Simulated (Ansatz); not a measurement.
# Tc (Fm-3m) in Ansatz: a series of runs

The runs below take Tc through band structure, with LDA.

Program: Ansatz 0.2.0. These are calculated values, not measurements. Logs are shortened: lines on timing, memory, paths and dates and some standing lists are left out, and cuts for length are marked.

**1. The structure**

Symmetry: Fm-3m, No. 225, cubic system. Conventional cell: a = 3.900 Å, b = 3.900 Å, c = 3.900 Å, α = 90.00°, β = 90.00°, γ = 90.00°. Tc (site symmetry m-3m) is surrounded by 12 Tc at 2.76 Å.

This isn't the form of Tc at room conditions, which is hcp.

**2. Band structure, LDA**

The input, input.yaml:

```yaml
crystal:
  lattice:
    - [0.0, 1.95, 1.95]
    - [1.95, 0.0, 1.95]
    - [1.95, 1.95, 0.0]
  atoms:
    - { symbol: Tc, position: [0.0, 0.0, 0.0] }
kpoints:
  mp_grid: { grid: [9, 9, 9] }
  band_path:
    path:
      - [0.0, 0.0, 0.0]
      - [0.5, 0.0, 0.5]
      - [0.5, 0.25, 0.75]
      - [0.375, 0.375, 0.75]
      - [0.0, 0.0, 0.0]
      - [0.5, 0.5, 0.5]
      - [0.625, 0.25, 0.625]
      - [0.5, 0.25, 0.75]
    npoints: 12
scf:
  occupations: { method: fermi_dirac, width: 0.05 }
hamiltonian:
  xc: lda
  pseudopotentials: { kind: all_electron, lapw: { basis_error: 0.001 } }
output:
  forces: true
  stress: true
  eigenvalues: true
```

Potentials or basis: all-electron LAPW, scalar-relativistic.

The run is started by

```sh
$ ansatz run input.yaml --threads 1 --pin off --max-ram 3072MiB --backend cpu --events-out ev --progress --plain --runs-dir out
```

Output:

```text
Warning: RAYON_NUM_THREADS=1 ignored (pool sized by the plan → 1); use --threads N
LAPW: plane waves up to 8.113 Å⁻¹, error target 1.0e-3 eV per atom; small_component_spin mean_spin; Tc in spheres of 1.379 Å, 25 of its electrons in bands, Dirac shells [] (how accurate: hamiltonian.pseudopotentials.lapw.basis_error, Limitations)
Engine: ansatz 0.2.0, aarch64-unknown-linux-gnu
Pseudopotentials: kind: all_electron
Pseudopotential: Tc, LAPW, valence charge 25, lapw/all_electron/scalar/gaussian/Tc, Koelling and Harmon's equation, gaussian nucleus
Functional definition: SPW92
  exchange = slater_x
  correlation = pw_c
Crystal: 1 atoms, lattice volume = 14.830 Å³
Basis set: ecut = 250.74594253348604 eV, 137 PW (Γ), exchange–correlation at level 2
Bands: 17, of which v1, the nominal top of the filled ones, is band 13 counted from 1 (12 counted from 0)
Symmetry: 48 space group operations
Space group: Fm-3m (ITA 225), of the structure as read, at distance tolerance 2.5e-5 Å
k-points: 35 of 729
Non-local potential: Tc, projectors of the file, none
Initial density: superposition of atomic densities (chi_scale 0.1, normalization cell)
Initial wavefunctions: plane waves of lowest kinetic energy (no species holds an atomic orbital)
Functional: x = slater, c = lda
iter 1 solved again at ethr=1.43e-4 eV; its pass at ethr=1.00e-1 eV (dr2=3.58e-2 eV) is discarded
SCF iter   1: F=—  HF=-116509.803338 eV  |F-HF|=—  |Δ(HF+E_count)|=         —  Δρ=2.28e-2  dr2=3.62e-2  ethr=1.43e-4  ⟨swp⟩=3.0  Hψ=4041  notcnv=0
preconditioner: auto → none  [insulator: Δε(μ)=0.125 eV  Ē_g=10.534 eV  σ=0.050 eV  W_gap=0.55  n_scr=8 (ndim 8)  ℏωp=25.5 eV  f_vac=0.000  D(μ)=1.15/eV (n_scr^D=14)  ε∞_Penn≈6.9]
iter 2 solved again at ethr=1.40e-5 eV; its pass at ethr=1.43e-4 eV (dr2=3.49e-3 eV) is discarded
SCF iter   2: F=—  HF=-116509.641528 eV  |F-HF|=—  |Δ(HF+E_count)|=   1.62e-1  Δρ=5.59e-3  dr2=3.49e-3  ethr=1.40e-5  ⟨swp⟩=2.0  Hψ=3009  notcnv=0
SCF iter   3: F=—  HF=-116509.636014 eV  |F-HF|=—  |Δ(HF+E_count)|=         —  Δρ=3.04e-3  dr2=8.02e-4  ethr=1.39e-5  ⟨swp⟩=2.0  Hψ=1675  notcnv=0
the basis was enlarged: its passes take 251.0 KiB over the memory plan, 1 of 1 planned eigensolver slots
SCF iter   4: F=—  HF=-116509.635534 eV  |F-HF|=—  |Δ(HF+E_count)|=   4.80e-4  Δρ=5.92e-4  dr2=2.82e-5  ethr=3.21e-6  ⟨swp⟩=2.0  Hψ=1675  notcnv=0
SCF iter   5: F=—  HF=-116509.635519 eV  |F-HF|=—  |Δ(HF+E_count)|=   1.49e-5  Δρ=6.28e-5  dr2=2.21e-7  ethr=1.13e-7  ⟨swp⟩=2.0  Hψ=1675  notcnv=0
SCF iter   6: F=-116509.635519 eV  HF=-116509.635519 eV  |F-HF|=2.62e-10  |Δ(HF+E_count)|=   4.91e-8  Δρ=2.77e-6  dr2=3.20e-10  ethr=8.86e-10  ⟨swp⟩=2.4  Hψ=1690  notcnv=0
SCF 1 converged in 6 iterations: F = -116509.635519 eV  dr2 = 3.20e-10
NSCF: frozen V_eff on 85 k-points
SCF converged after 6 iterations
Free energy (F): -116509.635519 eV
Harris-Foulkes:  -116509.635519 eV  (|F-HF|=2.62e-10)
Internal energy: -116509.622498 eV  (E = F + TS)
E sigma→0 (E₀):  -116509.629008 eV
Entropy (-TS):   -0.013021 eV (-13.021 meV/atom)
Fermi energy:    23.621883 eV
--- Per-component energies (eV) ---
  E_band       = -2228.212438
  E_kinetic    = 120905.134014
  E_xc         = -3385.980956
  E_electrostatic = -234028.775556  (all electrons and nuclei)
  E_smearing   = -0.013021  (= −TS)
  E_closure    = 0.000000  (closes the sum)
  E_atoms      = -116497.154908  (free atoms, spherical and without spin; not in F)
  Σ components = -116509.635519   (vs F -116509.635519, Δ=0.00e0)
  Basis errors (estimates in eV, not in F): energy 2.1e-4 per atom: plane waves 1.7e-4 (8.7e-5 summed), levels above the bands 2.1e-120, relativity 5.1e-9, radial functions 3.8e-5, core shells 1.2e-6; eigenvalues (radial functions only) 5.6e-6; not estimated: angular momenta, meshes, grids; target (lapw.basis_error) 1.0e-3; muffin-tin radii Tc 1.379 Å
--- Forces (eV/Å), atoms counted from 1 ---
  atom   1  Tc    -0.00000000     0.00000000     0.00000000
  max |Σ_I F_I| component: 7.40e-32 eV/Å
--- Stress (GPa, compression-positive) ---
      -20.186205       0.000000      -0.000000
        0.000000     -20.186205       0.000000
       -0.000000       0.000000     -20.186205
  P = ⅓ Tr σ = -20.1862 GPa (-201.862 kbar)
--- Band table (eV; the first three rows and the last of 35) ---
  k-point 0: bands = ["-219.7131", "-219.7131", "-219.6954", "-219.6954", "-219.6954", "-43.2246", "-14.6634", "-14.6634", "-14.6634", "16.1984", "21.8606", "21.8606", "21.8606", "24.3584", "24.3584", "37.4912", "42.7406"]
  k-point 1: bands = ["-219.7131", "-219.7131", "-219.6954", "-219.6954", "-219.6954", "-43.2021", "-14.8047", "-14.6815", "-14.6815", "16.6929", "21.5930", "22.0639", "22.0639", "24.2295", "24.2295", "38.3423", "41.0277"]
  k-point 2: bands = ["-219.7131", "-219.7131", "-219.6954", "-219.6954", "-219.6954", "-43.1446", "-15.1544", "-14.7273", "-14.7273", "17.8163", "21.3409", "22.2802", "22.2802", "24.3434", "24.3434", "38.3746", "40.1067"]
  k-point 34: bands = ["-219.7131", "-219.7131", "-219.6954", "-219.6954", "-219.6954", "-42.9690", "-15.4896", "-15.3447", "-15.0630", "19.4135", "20.4428", "21.2909", "24.0231", "26.6044", "32.4046", "35.0326", "35.7676"]
```

It took 8.1 s on 1 thread of Arm Neoverse N1, shared host; peak memory 0.23 GiB.

Results:

```yaml
Free_energy: -116509.6355 eV
Pressure: -20.2 GPa
Band_gap_along_the_path: none (metal or under the smearing width)
```

Levels at the corners of the path, in eV from the Fermi level:
| point | band 8 | band 9 | band 10 | band 11 | band 12 | band 13 | band 14 | band 15 | band 16 | band 17 |
| --- | --- | --- | --- | --- | --- | --- | --- | --- | --- | --- |
| Γ | -38.29 | -38.29 | -7.42 | -1.76 | -1.76 | -1.76 | 0.74 | 0.74 | 13.87 | 19.12 |
| X | -38.70 | -38.70 | -5.74 | -5.16 | 2.64 | 3.27 | 3.27 | 3.68 | 12.69 | 12.69 |
| W | -39.04 | -38.72 | -4.26 | -2.71 | -2.71 | 0.25 | 3.27 | 10.44 | 10.44 | 11.64 |
| K | -38.95 | -38.61 | -4.79 | -3.85 | -0.78 | 0.98 | 2.45 | 8.96 | 9.17 | 13.19 |
| Γ | -38.29 | -38.29 | -7.42 | -1.76 | -1.76 | -1.76 | 0.74 | 0.74 | 13.87 | 19.12 |
| L | -38.44 | -38.44 | -5.41 | -1.93 | -1.93 | 1.17 | 2.71 | 2.71 | 10.29 | 13.53 |
| U | -38.95 | -38.61 | -4.79 | -3.85 | -0.78 | 0.98 | 2.45 | 8.96 | 9.17 | 13.19 |
| W | -39.04 | -38.72 | -4.26 | -2.71 | -2.71 | 0.25 | 3.27 | 10.44 | 10.44 | 11.64 |

Caveat: the k mesh is thin for a metal, which can move the energy by tens of meV per atom.

**3. Band structure, LDA, spin-orbit coupling, no magnetisation**

Changes to input.yaml since step 2:

```diff
@@ -25,2 +25,5 @@
   pseudopotentials: { kind: all_electron, lapw: { basis_error: 0.001 } }
+magnetization:
+  noncollinear: true
+  spin_orbit: true
 output:
```

Potentials or basis: all-electron LAPW, relativistic spinors.

The run is started by

```sh
$ ansatz run input.yaml --threads 1 --pin off --max-ram 3072MiB --backend cpu --events-out ev --progress --plain --runs-dir out
```

It took 81 s on 1 thread of Arm Neoverse N1, shared host; peak memory 0.44 GiB.

Results (log left out):

```
Free energy             : -116528.1640 eV
Pressure                : -20.0 GPa
Band gap along the path : none (metal or under the smearing width)
```

Levels at the corners of the path, in eV from the Fermi level:
| point | band 20 | band 21 | band 22 | band 23 | band 24 | band 25 | band 26 | band 27 | band 28 | band 29 |
| --- | --- | --- | --- | --- | --- | --- | --- | --- | --- | --- |
| Γ | -7.43 | -1.83 | -1.83 | -1.83 | -1.83 | -1.66 | -1.66 | 0.74 | 0.74 | 0.74 |
| X | -5.75 | -5.16 | -5.16 | 2.62 | 2.62 | 3.18 | 3.18 | 3.36 | 3.36 | 3.65 |
| W | -4.27 | -2.73 | -2.73 | -2.72 | -2.72 | 0.25 | 0.25 | 3.27 | 3.27 | 10.23 |
| K | -4.80 | -3.86 | -3.86 | -0.80 | -0.80 | 0.98 | 0.98 | 2.46 | 2.46 | 8.91 |
| Γ | -7.43 | -1.83 | -1.83 | -1.83 | -1.83 | -1.66 | -1.66 | 0.74 | 0.74 | 0.74 |
| L | -5.42 | -2.03 | -2.03 | -1.84 | -1.84 | 1.15 | 1.15 | 2.64 | 2.64 | 2.77 |
| U | -4.80 | -3.86 | -3.86 | -0.80 | -0.80 | 0.98 | 0.98 | 2.46 | 2.46 | 8.91 |
| W | -4.27 | -2.73 | -2.73 | -2.72 | -2.72 | 0.25 | 0.25 | 3.27 | 3.27 | 10.23 |

Caveat: the k mesh is thin for a metal, which can move the energy by tens of meV per atom.
